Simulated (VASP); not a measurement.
BaTiO3:

```
Ba Ti O
1.0
     4.00600    0.00000    0.00000
     0.00000    4.00600    0.00000
     0.00000    0.00000    4.00600
Ba Ti O
1 1 3
Direct
  0.50000 0.50000 0.50000
  0.00000 0.00000 0.00000
  0.00000 0.00000 0.50000
  0.00000 0.50000 0.00000
  0.50000 0.00000 0.00000
```

Base run:

- Program: VASP 6.6.1
- Functional: r2SCAN-EpsX
- Potentials or basis: VASP PAW PBE potentials, release 64 (Ba_sv, Ti_sv, O)
- Cutoff: 520 eV
- k mesh: 4 × 4 × 4
- Occupations: gaussian, width 0.02 eV
- Spin: no spin polarisation

Its results: band gap on the k mesh 3.32 eV, indirect (least direct gap 3.46 eV); pressure -2.0 GPa.

**Question.** The run is repeated on the same cell with these changes: functional from r2SCAN-EpsX to PBE0. What comes out?

**Answer.** Band gap on the k mesh 3.86 eV, indirect (least direct gap 3.98 eV); pressure -2.3 GPa.

Caveats: the PAW data sets were made with another functional, which shifts forces and pressure a little; spin-orbit coupling is left out, which moves the levels of the heavy elements.
